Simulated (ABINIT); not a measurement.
Pt:

```
Pt
1.0
     0.00000    1.96090    1.96090
     1.96090    0.00000    1.96090
     1.96090    1.96090    0.00000
Pt
1
Direct
  0.00000 0.00000 0.00000
```

Base run:

* Program: ABINIT 10.8.3 (patched build)
* Functional: PBE
* Potentials or basis: JTH PAW PBE v2.0
* Cutoff: 435 eV
* k mesh: 12 × 12 × 12
* Occupations: fermi-dirac, width 0.05 eV
* Spin: no spin polarisation

Its results: band gap on the k mesh none (metal or under the smearing width); pressure 11.1 GPa.

The run is repeated on the same cell with these changes: k mesh from 12 × 12 × 12 to 7 × 7 × 7. What comes out?

Band gap on the k mesh none (metal or under the smearing width); pressure 12.5 GPa.

Caveats: some runs use coarse meshes.
